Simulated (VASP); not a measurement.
Write the native input for VASP 6.6.1 that does the following.

```
Task                   : core levels
Functional             : PBEsol
Potentials or basis    : VASP PAW PBE potentials, release 64 (Ru_pv)
Cutoff                 : 520 eV
k mesh                 : 4 × 4 × 2
Occupations            : methfessel-paxton, width 0.1 eV
Spin                   : no spin polarisation
Further INCAR settings : ALGO = Fast; EDIFF = 1e-06
```

The structure of Ru lies in POSCAR:

```
Ru
1.0
    5.4116000000      0.0000000000      0.0000000000
   -2.7058000000      4.6865830750      0.0000000000
    0.0000000000      0.0000000000      8.5638000000
Ru
16
Direct
    0.1666666666      0.3333333334      0.1250000000
    0.1666666666      0.3333333334      0.6250000000
    0.1666666666      0.8333333333      0.1250000000
    0.1666666666      0.8333333333      0.6250000000
    0.6666666666      0.3333333334      0.1250000000
    0.6666666666      0.3333333334      0.6250000000
    0.6666666666      0.8333333333      0.1250000000
    0.6666666666      0.8333333333      0.6250000000
    0.3333333334      0.1666666666      0.3750000000
    0.3333333334      0.1666666666      0.8750000000
    0.3333333334      0.6666666666      0.3750000000
    0.3333333334      0.6666666666      0.8750000000
    0.8333333333      0.1666666666      0.3750000000
    0.8333333333      0.1666666666      0.8750000000
    0.8333333333      0.6666666666      0.3750000000
    0.8333333333      0.6666666666      0.8750000000
```

These files were run (other wordings do the same):

INCAR

```
PREC = Accurate
ENCUT = 520
EDIFF = 1E-6
ISMEAR = 1
SIGMA = 0.1
LREAL = False
LASPH = True
NELM = 80
ALGO = Fast
ISIF = 2
LWAVE = False
LCHARG = False
GGA = PS
ICORELEVEL = 1
KPAR = 4
```

KPOINTS

```
Automatic mesh
0
Gamma
  4 4 2
```

Potentials or basis: VASP PAW PBE potentials, release 64 (Ru_pv).

Command:

```sh
$ cat potpaw_PBE.64/Ru_pv/POTCAR > POTCAR
$ mpirun -np 4 vasp_std > vasp.out
```

It gave:

The pressure is -6.5 GPa and the band gap on the k mesh is none (metal or under the smearing width).

Caveat: the k mesh is coarse (spacing up to 0.37 Å⁻¹), so the values aren't converged; the PAW data sets were made with another functional, which shifts forces and pressure a little.

Wall time 69 s on 4 MPI ranks on AMD EPYC 9R14 (Zen 4) (shared host), peak memory 0.36 GiB a rank.
